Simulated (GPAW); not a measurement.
The system is V.

```
V
1.0
    -1.51435    1.51435    1.51435
     1.51435   -1.51435    1.51435
     1.51435    1.51435   -1.51435
V
1
Direct
  0.00000 0.00000 0.00000
```

| Property | Result |
| --- | --- |
| Program | GPAW 26.7.0 |
| Task | relaxation of cell and atoms |
| Functional | PBEsol |
| Potentials or basis | PAW data sets generated in the run's folder for this functional |
| Cutoff | 600 eV |
| Basis | pw |
| k mesh | 12 × 12 × 12 |
| Occupations | fermi-dirac, width 0.05 eV |
| Spin | collinear spin, ferromagnetic start |
| Starting moments | [2.0] μB |

At the start: pressure -10.7 GPa; volume 13.89 Å³/atom.

Problem. Where does the relaxation end?

Solution. Over 3 steps the energy falls by 29.5 meV/atom and the volume is 13.04 Å³/atom (-6.2 %); space group Im-3m (No. 229, to 0.05 Å); moment 0.00 μB per cell.

The path:
| step | energy change (eV) | largest force (eV/Å) | pressure (GPa) | volume (Å³) |
| --- | --- | --- | --- | --- |
| 1 | 0.0000 | 0.0000 | -10.72 | 13.89 |
| 2 | -0.0255 | 0.0000 | -4.16 | 13.35 |
| 3 | -0.0295 | 0.0000 | 0.21 | 13.04 |

Final structure:
```yaml
crystal:
  lattice:
    - [-1.48260, 1.48260, 1.48260]
    - [1.48260, -1.48260, 1.48260]
    - [1.48260, 1.48260, -1.48260]
  atoms:
    - { symbol: V, position: [0.00000, 0.00000, 0.00000] }
```

Caveat: each step starts from the last one's moments, so a moment once lost doesn't come back; later steps reuse the first step's grids.
